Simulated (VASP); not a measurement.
Here is a VASP 6.6.1 calculation.

INCAR

```
  PREC = Accurate
  ENCUT = 520
  EDIFF = 1E-7
  ISMEAR = 0
  SIGMA = 0.1
  LREAL = F
  LASPH = T
  NELM = 80
  ALGO = Normal
  ISIF = 2
  LWAVE = F
  LCHARG = F
  GGA = RP
  NBANDS = 15
```

KPOINTS

```
regular mesh
0
Gamma
  7 7 7
```

The input POSCAR:

```
RbCl
4.6301
    0.000000000000      0.707112157405      0.707112157405
    0.707112157405      0.000000000000      0.707112157405
    0.707112157405      0.707112157405      0.000000000000
Rb Cl
1 1
Direct
    0.0000000000      0.0000000000      0.0000000000
    0.5000000000      0.5000000000      0.5000000000
```

Potentials or basis: VASP PAW PBE potentials, release 64 (Rb_sv, Cl).

Command:

```sh
$ cat potpaw_PBE.64/Rb_sv/POTCAR potpaw_PBE.64/Cl/POTCAR > POTCAR
$ mpirun -np 1 vasp_std > vasp.out
```

**Question.** What does it give for the band gap on the k mesh?

**Answer.** 5.40 eV, direct.

**Question.** What does it give for the pressure?

**Answer.** 2.6 GPa.

Caveat: the PAW data sets were made with another functional, which shifts forces and pressure a little; an odd mesh through Γ misses points on the zone boundary, where band edges often lie.
